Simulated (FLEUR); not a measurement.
# TiTe2 (P-3m1) in FLEUR: convergence with Gmax

Aim: find how far Gmax must go before the results for TiTe2 settle, at PBEsol. This setting moves, with any that are tied to it; all else stays.

Program: FLEUR MaX-R8.1 (later development tree). These are calculated values, not measurements. Logs are shortened: lines on timing, memory, paths and dates and some standing lists are left out, and cuts for length are marked.

### 1 Starting point

Symmetry: P-3m1, No. 164, trigonal system. Conventional cell: a = 3.777 Å, b = 3.777 Å, c = 6.498 Å, α = 90.00°, β = 90.00°, γ = 120.00°. Te (site symmetry 3m) has 3 Ti at 2.77 Å as nearest neighbours. Around Ti (site symmetry -3m) lie 6 Te at 2.77 Å.

### 2 With Gmax 9

inp.xml

```xml
<?xml version="1.0" encoding="UTF-8" standalone="no"?>
<fleurInput fleurInputVersion="0.39">
   <comment>
      TiTe2                                                                                               
   </comment>
   <calculationSetup>
      <cutoffs Kmax="4.21" Gmax="9.0" GmaxXC="9.0" numbands="0"/>
      <scfLoop itmax="60" minDistance="0.00001" maxIterBroyd="15" imix="Anderson" alpha="0.05" precondParam="0.0" spinf="2.0" sdNocoIR="T"/>
      <coreElectrons ctail="T" frcor="F" kcrel="0" coretail_lmax="0"/>
      <xcFunctional name="PBEs" relativisticCorrections="F"/>
      <magnetism jspins="1"/>
      <soc l_soc="F" theta="0.0" phi="0.0" spav="F"/>
      <expertModes spex="0" secvar="F"/>
      <geometryOptimization l_f="T" forcealpha="1.0" forcemix="BFGS" epsdisp="0.0005" epsforce="0.0002"/>
      <ldaU l_linMix="F" mixParam="0.05" spinf="1.0"/>
   </calculationSetup>
   <cell>
      <bzIntegration valenceElectrons="56.0" mode="hist" fermiSmearingEnergy="0.00183747">
         <kPointListSelection listName="default-1"/>
         <!-- k-points included here -->
         <xi:include xmlns:xi="http://www.w3.org/2001/XInclude" href="kpts.xml"> </xi:include>
      </bzIntegration>
      <!-- symmetry operations included here -->
      <xi:include xmlns:xi="http://www.w3.org/2001/XInclude" href="sym.xml"> </xi:include>
      <bulkLattice scale="1.0">
         <bravaisMatrix>
            <row-1>    7.1374955726142000     0.0000000000000000     0.0000000000000000</row-1>
            <row-2>   -3.5687477863071000     6.1812524852945243     0.0000000000000000</row-2>
            <row-3>    0.0000000000000000     0.0000000000000000    12.2794403576507989</row-3>
         </bravaisMatrix>
      </bulkLattice>
   </cell>
   <atomSpecies>
      <species name="Tellurium (Te)" element="Te" atomicNumber="52">
         <mtSphere radius="2.47" gridPoints="823" logIncrement="0.016"/>
         <atomicCutoffs lmax="10" lnonsphr="10"/>
         <electronConfig flipSpins="F">
            <coreConfig>(1s1/2) (2s1/2) (2p1/2) (2p3/2) (3s1/2) (3p1/2) (3p3/2) (4s1/2) (3d3/2) (3d5/2)</coreConfig>
            <valenceConfig>(4p1/2) (4p3/2) (5s1/2) (4d3/2) (4d5/2) (5p1/2) (5p3/2)</valenceConfig>
            <stateOccupation state="(5p1/2)" spinUp="0.666667" spinDown="0.666667"/>
            <stateOccupation state="(5p3/2)" spinUp="1.333333" spinDown="1.333333"/>
         </electronConfig>
         <energyParameters s="5" p="5" d="5" f="4"/>
         <lo type="SCLO" l="1" n="4" eDeriv="0"/>
         <lo type="SCLO" l="1" n="4" eDeriv="1"/>
         <lo type="SCLO" l="2" n="4" eDeriv="0"/>
         <lo type="SCLO" l="2" n="4" eDeriv="1"/>
         <lo type="SCLO" l="0" n="5" eDeriv="2"/>
         <lo type="SCLO" l="3" n="4" eDeriv="2"/>
      </species>
      <species name="Titanium (Ti)" element="Ti" atomicNumber="22">
         <mtSphere radius="2.33" gridPoints="777" logIncrement="0.015"/>
         <atomicCutoffs lmax="9" lnonsphr="9"/>
         <electronConfig flipSpins="F">
            <coreConfig>(1s1/2) (2s1/2) (2p1/2) (2p3/2)</coreConfig>
            <valenceConfig>(3s1/2) (3p1/2) (3p3/2) (4s1/2) (3d3/2) (3d5/2)</valenceConfig>
            <stateOccupation state="(3d3/2)" spinUp="0.400000" spinDown="0.400000"/>
            <stateOccupation state="(3d5/2)" spinUp="0.600000" spinDown="0.600000"/>
         </electronConfig>
         <energyParameters s="4" p="4" d="3" f="4"/>
         <lo type="SCLO" l="0" n="3" eDeriv="0"/>
         <lo type="SCLO" l="1" n="3" eDeriv="0"/>
         <lo type="SCLO" l="1" n="3" eDeriv="1"/>
         <lo type="SCLO" l="2" n="3" eDeriv="2"/>
         <lo type="SCLO" l="3" n="4" eDeriv="2"/>
      </species>
   </atomSpecies>
   <atomGroups>
      <atomGroup species="Tellurium (Te)">
         <relPos label="                   1">1.000/3.000 -1.000/3.000 -.2628000000</relPos>
         <relPos label="                   2">-1.000/3.000 1.000/3.000 .2628000000</relPos>
         <force calculate="T" relaxXYZ="TTT"/>
      </atomGroup>
      <atomGroup species="Titanium (Ti)">
         <relPos label="                   3">.0000000000 .0000000000 .0000000000</relPos>
         <force calculate="T" relaxXYZ="TTT"/>
      </atomGroup>
   </atomGroups>
   <output dos="F" band="F" slice="F">
      <checks vchk="F" cdinf="F"/>
      <bandDOS minEnergy="-.5*Htr" maxEnergy="0.5*Htr" sigma="0.015" storeEVData="T"/>
      <vacuumDOS vacdos="F" integ="F" star="F" nstars="0" locx1="0.0" locy1="0.0" locx2="0.0" locy2="0.0" nstm="0" tworkf="0.0"/>
      <unfoldingBand unfoldBand="F" supercellX="1" supercellY="1" supercellZ="1"/>
      <plotting iplot="0" polar="F">
         <plot TwoD="T" vec1="  1.0  0.0  0.0" vec2="  0.0  1.0  0.0" vec3="  0.0  0.0  1.0" zero="  0.0  0.0  0.0" file="plot"/>
      </plotting>
      <chargeDensitySlicing numkpt="0" minEigenval="0.0" maxEigenval="0.0" nnne="0" pallst="F"/>
      <specialOutput eonly="F"/>
      <moessbauerParams electricFieldGradient="T" isomerShift="T" coreHyperfine="T" valenceHyperfine="T"/>
      <magneticCircularDichroism mcd="F" energyLo="-10.0" energyUp="0.0"/>
   </output>
  <!-- We include the file relax.xml here to enable relaxations (see documentation) -->
  <xi:include xmlns:xi="http://www.w3.org/2001/XInclude" href="relax.xml"> <xi:fallback/> </xi:include>
</fleurInput>
```

crystal.txt

```
TiTe2
&input cartesian=F /
3.7770000000  0.0000000000  0.0000000000
-1.8885000000  3.2709779501  0.0000000000
0.0000000000  0.0000000000  6.4980000000
1.8897261246
1.0 1.0 1.0

3
52 0.3333333333  0.6666666667  0.7372000000
52 0.6666666667  0.3333333333  0.2628000000
22 0.0000000000  0.0000000000  0.0000000000

&kpt div1=6 div2=6 div3=3 gamma=T /
```

Potentials or basis: all-electron, FLAPW.

On the command line:

```sh
> inpgen -f crystal.txt -profile fastHighL
> # inp.xml edited to the form shown
> fleur_MPI
```

The log of the run:

```text
Welcome to FLEUR        (www.flapw.de)
      MaX-Release 8.1          (www.max-centre.eu)

 ========== k-point set info ==========
 Selected k-point list: default-1
 k-point list type: mesh
 6 x 6 x 3
 Number of k points: 17

 ------------Calculation Setup---------------------------
 Number of MPI-tasks      :            1
 Number of PE/node        :            1
 Number of OMP-threads    :            1
 Most efficient MPI parallelization for:
           1          17
 Additional eigenvalue parallelization possible
 Number of basis functions:          827
 Approximate size of matrices (H+S) per k-point:         0.010 GB
 --------------------------------------------------------
 Iteration:     1   Distance:       7.23341156 me/bohr^3
 Iteration:     2   Distance:       6.38127985 me/bohr^3
 Iteration:     3   Distance:       5.50456617 me/bohr^3
 Iteration:     4   Distance:       2.71923424 me/bohr^3
 Iteration:     5   Distance:       4.46110947 me/bohr^3
 Iteration:     6   Distance:       1.04571436 me/bohr^3
 Iteration:     7   Distance:       0.61941697 me/bohr^3
 Iteration:     8   Distance:       0.24776097 me/bohr^3
 Iteration:     9   Distance:       0.08978273 me/bohr^3
 Iteration:    10   Distance:       0.01666253 me/bohr^3
 Iteration:    11   Distance:       0.01498144 me/bohr^3
 Iteration:    12   Distance:       0.00434342 me/bohr^3
 Iteration:    13   Distance:       0.00130133 me/bohr^3
 Iteration:    14   Distance:       0.00029815 me/bohr^3
 Iteration:    15   Distance:       0.00005717 me/bohr^3
 Iteration:    16   Distance:       0.00004603 me/bohr^3
 Iteration:    17   Distance:       0.00003493 me/bohr^3
 Iteration:    18   Distance:       0.00001712 me/bohr^3
 Iteration:    19   Distance:       0.00000505 me/bohr^3
 Reset of history

 ********************************************************************
 Run finished successfully
 Stop message:
   Structural relaxation: new displacements generated
 ********************************************************************
```

It took 2.4 min on 1 thread of Arm Neoverse V1, shared host; peak memory 0.09 GiB.

Results:

```yaml
Free_energy: -392955.8729 eV
Largest_force: 0.195 eV/Å
Band_gap_on_the_k_mesh: none (metal or under the smearing width)
Valence_electrons_inside_the_program's_atomic_spheres: Te 19.60; Ti 10.14 (radii Te 2.47, Ti 2.33 bohr)
```

### 3 With Gmax 10.3

inp.xml, as its differences from that of step 2:

```diff
@@ -6,3 +6,3 @@
    <calculationSetup>
-      <cutoffs Kmax="4.21" Gmax="9.0" GmaxXC="9.0" numbands="0"/>
+      <cutoffs Kmax="4.21" Gmax="10.3" GmaxXC="10.3" numbands="0"/>
       <scfLoop itmax="60" minDistance="0.00001" maxIterBroyd="15" imix="Anderson" alpha="0.05" precondParam="0.0" spinf="2.0" sdNocoIR="T"/>
```

crystal.txt is that of step 2.

Potentials or basis: all-electron, FLAPW.

On the command line:

```sh
> inpgen -f crystal.txt -profile fastHighL
> # inp.xml edited to the form shown
> fleur_MPI
```

It took 2.4 min on 1 thread of Arm Neoverse V1, shared host; peak memory 0.09 GiB.

What came out:

| Quantity | Value |
| --- | --- |
| Free energy | -392955.8726 eV |
| Largest force | 0.196 eV/Å |
| Band gap on the k mesh | none (metal or under the smearing width) |
| Valence electrons inside the program's atomic spheres | Te 19.60; Ti 10.14 (radii Te 2.47, Ti 2.33 bohr) |

### 4 With Gmax 11.7

inp.xml, as its differences from that of step 3:

```diff
@@ -6,3 +6,3 @@
    <calculationSetup>
-      <cutoffs Kmax="4.21" Gmax="10.3" GmaxXC="10.3" numbands="0"/>
+      <cutoffs Kmax="4.21" Gmax="11.7" GmaxXC="11.7" numbands="0"/>
       <scfLoop itmax="60" minDistance="0.00001" maxIterBroyd="15" imix="Anderson" alpha="0.05" precondParam="0.0" spinf="2.0" sdNocoIR="T"/>
```

crystal.txt is that of step 3.

On the command line:

```sh
> inpgen -f crystal.txt -profile fastHighL
> # inp.xml edited to the form shown
> fleur_MPI
```

It took 2.4 min on 1 thread of Arm Neoverse V1, shared host; peak memory 0.09 GiB.

Results:

```
Free energy                                           : -392955.8728 eV
Largest force                                         : 0.195 eV/Å
Band gap on the k mesh                                : none (metal or under the smearing width)
Valence electrons inside the program's atomic spheres : Te 19.60; Ti 10.14 (radii Te 2.47, Ti 2.33 bohr)
```

### 5 With Gmax 13.5

inp.xml, as its differences from that of step 4:

```diff
@@ -6,3 +6,3 @@
    <calculationSetup>
-      <cutoffs Kmax="4.21" Gmax="11.7" GmaxXC="11.7" numbands="0"/>
+      <cutoffs Kmax="4.21" Gmax="13.5" GmaxXC="13.5" numbands="0"/>
       <scfLoop itmax="60" minDistance="0.00001" maxIterBroyd="15" imix="Anderson" alpha="0.05" precondParam="0.0" spinf="2.0" sdNocoIR="T"/>
```

crystal.txt is that of step 4.

On the command line:

```sh
> inpgen -f crystal.txt -profile fastHighL
> # inp.xml edited to the form shown
> fleur_MPI
```

It took 2.4 min on 1 thread of Arm Neoverse V1, shared host; peak memory 0.09 GiB.

Results:

* Free energy: -392955.8727 eV
* Largest force: 0.195 eV/Å
* Band gap on the k mesh: none (metal or under the smearing width)
* Valence electrons inside the program's atomic spheres: Te 19.60; Ti 10.14 (radii Te 2.47, Ti 2.33 bohr)

### 6 With Gmax 15.8

inp.xml, as its differences from that of step 5:

```diff
@@ -6,3 +6,3 @@
    <calculationSetup>
-      <cutoffs Kmax="4.21" Gmax="13.5" GmaxXC="13.5" numbands="0"/>
+      <cutoffs Kmax="4.21" Gmax="15.8" GmaxXC="15.8" numbands="0"/>
       <scfLoop itmax="60" minDistance="0.00001" maxIterBroyd="15" imix="Anderson" alpha="0.05" precondParam="0.0" spinf="2.0" sdNocoIR="T"/>
```

crystal.txt is that of step 5.

Potentials or basis: all-electron, FLAPW.

On the command line:

```sh
> inpgen -f crystal.txt -profile fastHighL
> # inp.xml edited to the form shown
> fleur_MPI
```

Run time: 2.5 min. Hardware: 1 thread of Arm Neoverse V1, shared host; peak memory 0.09 GiB.

Results:

```yaml
Free_energy: -392955.8727 eV
Largest_force: 0.195 eV/Å
Band_gap_on_the_k_mesh: none (metal or under the smearing width)
Valence_electrons_inside_the_program's_atomic_spheres: Te 19.60; Ti 10.14 (radii Te 2.47, Ti 2.33 bohr)
```

### 7 With Gmax 18

inp.xml, as its differences from that of step 6:

```diff
@@ -6,3 +6,3 @@
    <calculationSetup>
-      <cutoffs Kmax="4.21" Gmax="15.8" GmaxXC="15.8" numbands="0"/>
+      <cutoffs Kmax="4.21" Gmax="18.0" GmaxXC="18.0" numbands="0"/>
       <scfLoop itmax="60" minDistance="0.00001" maxIterBroyd="15" imix="Anderson" alpha="0.05" precondParam="0.0" spinf="2.0" sdNocoIR="T"/>
```

crystal.txt is that of step 6.

On the command line:

```sh
> inpgen -f crystal.txt -profile fastHighL
> # inp.xml edited to the form shown
> fleur_MPI
```

Run time: 2.7 min. Hardware: 1 thread of Arm Neoverse V1, shared host; peak memory 0.11 GiB.

Results:

```yaml
Free_energy: -392955.8727 eV
Largest_force: 0.195 eV/Å
Band_gap_on_the_k_mesh: none (metal or under the smearing width)
Valence_electrons_inside_the_program's_atomic_spheres: Te 19.60; Ti 10.14 (radii Te 2.47, Ti 2.33 bohr)
```

### 8 With Gmax 22.5

inp.xml, as its differences from that of step 7:

```diff
@@ -6,3 +6,3 @@
    <calculationSetup>
-      <cutoffs Kmax="4.21" Gmax="18.0" GmaxXC="18.0" numbands="0"/>
+      <cutoffs Kmax="4.21" Gmax="22.5" GmaxXC="22.5" numbands="0"/>
       <scfLoop itmax="60" minDistance="0.00001" maxIterBroyd="15" imix="Anderson" alpha="0.05" precondParam="0.0" spinf="2.0" sdNocoIR="T"/>
```

crystal.txt is that of step 7.

On the command line:

```sh
> inpgen -f crystal.txt -profile fastHighL
> # inp.xml edited to the form shown
> fleur_MPI
```

Wall time 3.1 min (1 thread of Arm Neoverse V1, shared host); peak memory 0.16 GiB.

Results:

```yaml
Free_energy: -392955.8727 eV
Largest_force: 0.195 eV/Å
Band_gap_on_the_k_mesh: none (metal or under the smearing width)
Valence_electrons_inside_the_program's_atomic_spheres: Te 19.60; Ti 10.14 (radii Te 2.47, Ti 2.33 bohr)
```

### 9 The series at a glance

| Gmax | energy less the tightest run, at zero smearing (meV/atom) | SCF cycles | CPU time (s) | peak memory (GiB) |
| --- | --- | --- | --- | --- |
| 9 | -0.06 | 20 | 140 | 0.09 |
| 10.3 | 0.06 | 20 | 140 | 0.09 |
| 11.7 | -0.01 | 20 | 140 | 0.09 |
| 13.5 | 0.00 | 20 | 150 | 0.09 |
| 15.8 | 0.00 | 20 | 150 | 0.09 |
| 18 | 0.00 | 20 | 160 | 0.11 |
| 22.5 | 0.00 | 20 | 180 | 0.16 |

Against the tightest run, the energy stays within 1 meV/atom from 9 on. The tightest run that finished is the yardstick and may itself not be fully converged.
